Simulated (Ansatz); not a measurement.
How settings move the G0W0 gap of MgS (zincblende)

Zincblende MgS, relaxed with r2SCAN; one-shot G0W0 in Ansatz without spin-orbit coupling. The cell comes from a prototype generator: it can be a known phase or a hypothetical one. Spin polarisation is off.

```
Mg S
1.0
     0.00000    2.83088    2.83088
     2.83088    0.00000    2.83088
     2.83088    2.83088    0.00000
Mg S
1 1
Direct
  0.00000 0.00000 0.00000
  0.25000 0.25000 0.25000
```

Gaps are read over the mesh points alone. G0W0 values are finite-basis, finite-mesh values.
```csv
start,potentials,frequency model,mesh,empty bands,screening cutoff (eV),Kohn-Sham gap (eV),G0W0 gap (eV)
r2SCAN,PAW,contour deformation,6×6×6,103,100,4.14,5.32
r2SCAN,PAW,contour deformation,6×6×6,248,180,4.14,5.43
r2SCAN,PAW,contour deformation,6×6×6,482,260,4.14,5.48
HSE06,PAW,contour deformation,6×6×6,248,180,4.53,5.61
PBE,PAW,contour deformation,6×6×6,248,180,3.47,5.07
PBE0,PAW,contour deformation,6×6×6,248,180,5.21,5.83
r2SCAN,PAW,Godby-Needs pole,6×6×6,248,180,4.14,5.39
r2SCAN,PAW,contour deformation,8×8×8,73,80,4.14,5.26
r2SCAN,norm-conserving,contour deformation,6×6×6,248,180,4.14,5.42
```

Over the mesh points the r2SCAN gap of 4.14 eV becomes a quasiparticle gap of 5.48 eV (direct at Γ), a change of +1.34 eV. Renormalisation factors Z lie between 0.78 and 0.83.

Raising bands and cutoff together moves the gap by +0.11 eV (100 to 180 eV), then +0.05 eV (180 to 260 eV); the last step is still large, so the basis limit isn't reached. Starting from HSE06 (4.53 eV against r2SCAN's 4.14 eV) gives 5.61 eV, +0.18 eV from G0W0@r2SCAN at the same screening cutoff. Starting from PBE (3.47 eV against r2SCAN's 4.14 eV) gives 5.07 eV, -0.36 eV from G0W0@r2SCAN at the same screening cutoff. Starting from PBE0 (5.21 eV against r2SCAN's 4.14 eV) gives 5.83 eV, +0.40 eV from G0W0@r2SCAN at the same screening cutoff. The Godby-Needs plasmon pole differs from contour deformation by -0.04 eV. Norm-conserving potentials (wave cutoff 1143 eV against 500 eV) shift the quasiparticle gap by -0.01 eV and the r2SCAN gap by 0.00 eV. r2SCAN runs take a wave cutoff of 500 eV.
